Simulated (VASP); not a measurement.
Input of a VASP 6.6.1 run:

File INCAR:

```
PREC     = Accurate       # precision mode
ENCUT    = 520            # plane-wave cutoff, eV
EDIFF    = 1E-6           # SCF threshold, eV
ISMEAR   = -1             # smearing method
SIGMA    = 0.05           # smearing width, eV
LREAL    = Auto         
LASPH    = True           # aspherical terms in the spheres
NELM     = 100            # most SCF steps
ALGO     = Fast           # electronic algorithm
ISIF     = 2              # what is computed and relaxed
LWAVE    = False          # write WAVECAR
LCHARG   = True           # write CHGCAR
GGA      = PS             # functional
LELF     = True           # ELF
LVHAR    = True         
NBANDS   = 55             # bands
```

Contents of KPOINTS:

```
Automatic mesh
0
Gamma
  2 2 1
```

Contents of POSCAR:

```
H2C19
1.0
    7.3980000000      0.0000000000      0.0000000000
   -3.6990000000      6.4068560000      0.0000000000
    0.0000000000      0.0000000000     13.0000000000
C H
19 2
Direct
   -0.0179327937     -0.0035677862      0.0770687507
    0.2049970058      0.1150613625      0.1021341915
   -0.0128189003      0.3328708775      0.0692435428
    0.2103961280      0.4446896905      0.0687394082
   -0.0104447520      0.6658939100      0.0735769267
    0.2069641182      0.7716724083      0.0768533343
    0.3255655314     -0.0054040166      0.1021549711
    0.5483822899      0.1130796604      0.0768997723
    0.3236450003      0.3379658552      0.0769761061
    0.5410097122      0.4437184818      0.0737418540
    0.3201534821      0.6649202829      0.0687338591
    0.5433263210      0.7767680307      0.0691970964
    0.6551433579     -0.0000993049      0.0688838212
    0.8753309062      0.1096855157      0.0685933222
    0.6541978496      0.3306383248      0.0736156503
    0.8773390170      0.4427710063      0.0695209625
    0.6532493639      0.6668591867      0.0694127034
    0.8763894901      0.7791374134      0.0735834458
    0.2653257179      0.0549090134      0.2019605836
    0.3913805249      0.1812804744      0.2452694376
    0.1391744297     -0.0711223869      0.2453791601
```

Potentials or basis: VASP PAW PBE potentials, release 64 (C, H).

Run with:

```console
$ cat potpaw_PBE.64/C/POTCAR potpaw_PBE.64/H/POTCAR > POTCAR
$ mpirun -np 1 vasp_std > vasp.out
```

Question: Predict the band gap on the k mesh.

Answer: 0.18 eV, direct.

Question: Predict the largest force.

Answer: 0.097 eV/Å.

Forces in eV/Å, atoms in the order of the input:
```
C   -0.003  0.082 -0.051
C   -0.028  0.019 -0.022
C    0.022 -0.011  0.015
C    0.006  0.021 -0.020
C   -0.008 -0.025  0.019
C    0.024  0.031  0.009
C    0.029 -0.038 -0.040
C   -0.005  0.008  0.004
C   -0.060 -0.030 -0.011
C    0.005  0.066 -0.016
C    0.002 -0.021 -0.024
C    0.016 -0.019  0.032
C    0.008  0.014 -0.061
C    0.005 -0.016  0.028
C    0.049 -0.027  0.024
C   -0.029  0.014 -0.029
C   -0.004 -0.002 -0.002
C   -0.036 -0.059  0.021
C    0.002  0.000  0.010
H    0.032  0.045  0.058
H   -0.026 -0.051  0.057
```

Caveat: the k mesh is coarse (spacing up to 0.49 Å⁻¹), so the values aren't converged; the PAW data sets were made with another functional, which shifts forces and pressure a little.
